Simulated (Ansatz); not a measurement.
Runs of Ansatz 0.2.0 on Al2O3. Symmetry: P-3m1, No. 164, trigonal system. Conventional cell: a = 3.017 Å, b = 3.017 Å, c = 7.575 Å, α = 90.00°, β = 90.00°, γ = 120.00°. Around Al (site symmetry 3m) lie 4 O at 1.68 to 1.84 Å. O (site symmetry -3m) is surrounded by 2 Al at 1.68 Å. O (site symmetry 3m) is surrounded by 3 Al at 1.84 Å. Measurements of this composition are mostly on another form, of space group No. 167.

| level | cutoff (eV) | gap on the mesh (eV) | pressure (GPa) | largest force (eV/Å) |
| --- | --- | --- | --- | --- |
| RPBE | 420 | 2.43 | 3.0 | (d) |
| BLYP | 420 | 2.48 | 1.3 | 0.16 |
| LDA | 420 | 2.20 | -8.3 | 0.46 |
| revPBE | 420 | 2.40 | 2.2 | (c) |
| r2SCAN | 500 | 2.96 | (b) | 0.39 |
| PBE | 420 | 2.30 | -0.5 | 0.12 |
| PBEsol | 420 | 2.20 | (a) | 0.18 |

Alike in all rows: task band structure; potentials or basis Ansatz PAW; no spin polarisation; cell as given; k mesh 7 × 7 × 3; smearing fermi-dirac 0.05 eV.

Task: Fill in the values left out.

Result: (a) -3.7; (b) -5.5; (c) 0.11; (d) 0.10.

Caveats: the PAW data sets come from PBE, with cores solved anew for the run's functional, which leaves a small shift of forces and pressure (some runs).

